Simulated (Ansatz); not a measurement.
**AlNi: a vibration from a frozen displacement**

The calculation used DFT PBEsol, scalar-relativistic, plane waves, PAW (Ansatz). Cutoff 420 eV, Γ-centred 20×20×20 k-points, Gaussian smearing of 0.15 eV. No spin polarisation. A magnetic state may lie lower. Energies are free energies at this smearing, counted from the undisturbed cell; pressure is positive in compression.

Zero of the scan (relaxed at this level; it needn't be the usual structure):

```
CELL_PARAMETERS angstrom
2.86217 0.00000 0.00000
0.00000 2.86217 0.00000
0.00000 0.00000 2.86217
ATOMIC_POSITIONS crystal
Al 0.00000 0.00000 0.00000
Ni 0.50000 0.50000 0.50000
```

Every Ni atom is moved by x along the Cartesian unit vector (-0.577, -0.577, -0.577); the cell and all other atoms stay fixed. The cell's volume is 23.45 Å³; the moved atoms weigh 58.693 u together and the others 26.982 u. Some rows repeat others by symmetry and weren't run.

| x (Å) | ΔE (meV/cell) | total force on the moved atoms along the move (eV/Å) | pressure (GPa) |
| --- | --- | --- | --- |
| -0.5000 | 1018.30 | 5.1378 | 19.3559 |
| -0.4375 | 732.91 | 4.0329 | 14.4793 |
| -0.3750 | 509.93 | 3.1329 | 10.4288 |
| -0.3125 | 337.94 | 2.3942 | 7.1242 |
| -0.2500 | 208.07 | 1.7797 | 4.5020 |
| -0.1875 | 113.54 | 1.2585 | 2.5133 |
| -0.1250 | 49.37 | 0.8038 | 1.1204 |
| -0.0625 | 12.18 | 0.3916 | 0.2960 |
| 0.0000 | 0.00 | 0.0000 | 0.0229 |
| 0.0625 | 12.18 | -0.3916 | 0.2960 |
| 0.1250 | 49.37 | -0.8038 | 1.1204 |
| 0.1875 | 113.54 | -1.2585 | 2.5133 |
| 0.2500 | 208.07 | -1.7797 | 4.5020 |
| 0.3125 | 337.94 | -2.3942 | 7.1242 |
| 0.3750 | 509.93 | -3.1329 | 10.4288 |
| 0.4375 | 732.91 | -4.0329 | 14.4793 |
| 0.5000 | 1018.30 | -5.1378 | 19.3559 |

Question: What frequency belongs to this motion?

Answer: The force constant is k = −dF/dx = 6.266 eV/Å², from the parabola through x = -0.0625, 0 and 0.0625. In every cell the moved atoms swing against the rest, so the mass is μ = m₁m₂/(m₁ + m₂) = 18.484 u, and ν̃ = 521.5 cm⁻¹ × √(|k|/μ) = 304 cm⁻¹. To first order in x, and within 1 %, the force on every atom lies along the move and, within each of the two groups, in proportion to the atom's mass, so this is itself a mode at the zone centre of this cell.

Question: How far does the harmonic law reach?

Answer: At x = -0.500 Å, kx²/2 = 783.23 meV against the computed 1018.30 meV (+30.0 %): the well stiffens in this direction at large amplitude.

Question: The pressure changes with x². What does that say about the frequency under compression?

Answer: With E = k(V)x²/2, k ∝ V^(−2γ) and x scaling with the cell as V^(1/3), P − P0 = −∂E/∂V = (2γ − 2/3) ΔE/V. At x = 0.1250 Å, V(P − P0) = 23.45 × 1.09755 / 160.2 eV = 160.62 meV and ΔE = 49.37 meV, so γ = 1/3 + V(P − P0)/(2ΔE) = 1.96. This is the Grüneisen parameter of the motion under uniform scaling of the cell: shrinking the cell evenly by 1 % in volume raises the frequency by about 1.96 %.

In a metal these slopes depend on the k mesh and the smearing.

The Ni sublattice sits in a single well centred on the symmetric site, and the restoring force grows faster than linearly throughout the scan. Inversion symmetry removes the odd terms in the energy, so at leading anharmonic order the softer pull from the Al atom left behind exactly offsets the steepening push from the one approached; the stiffening comes from the quartic and higher even terms, whose sign symmetry does not fix. The stiffening and the rising pressure probably share this origin: short-range repulsion between overlapping electron shells, which also fits the positive Grüneisen parameter of 1.96.

Cubic symmetry makes the harmonic force constant the same in every direction, so 304 cm⁻¹ belongs to all three optical modes at the zone centre. Conduction electrons screen the long-range field that would split longitudinal from transverse modes in an insulator. The anharmonic part has no such isotropy, and the stiffening found here holds for the body diagonal only. A stable optical mode also leaves open whether the lattice resists shear-like acoustic distortions, the kind linked to the martensitic transformation of Ni-rich alloys.
